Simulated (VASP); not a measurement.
Runs of VASP 6.6.1 on Ge. The structure is orthorhombic, space group Cmmm (No. 65). Conventional cell: a = 2.794 Å, b = 5.201 Å, c = 2.698 Å, α = 90.00°, β = 90.00°, γ = 90.00°. Ge (site symmetry mmm) has 8 Ge at 2.70 to 2.95 Å as nearest neighbours. This isn't the form of Ge at room conditions, which is diamond.

```csv
cell,gap on the mesh (eV),pressure (GPa)
"Cmmm, 19.61 Å³/atom",none,-4.5
"Cmmm, 18.56 Å³/atom",none,(a)
"Cmmm, 20.13 Å³/atom",none,-6.1
"Cmmm, 18.04 Å³/atom",none,1.8
```

Alike in all rows: task single point; level r2SCAN+D3(BJ); potentials or basis VASP PAW PBE potentials, release 64 (Ge_d); no spin polarisation; k mesh 9 × 9 × 9; cutoff (eV) 520; smearing methfessel-paxton 0.3 eV.

Question: Estimate the missing entries.

Answer: (a) -0.8.

Caveats: the PAW data sets were made with another functional, which shifts forces and pressure a little; pairwise dispersion overbinds metals, which lowers pressure and volume.

A k mesh can miss the band edges, and the runs leave out spin-orbit coupling on Ge.

A gap of «none» marks a metal or a gap under the smearing width.
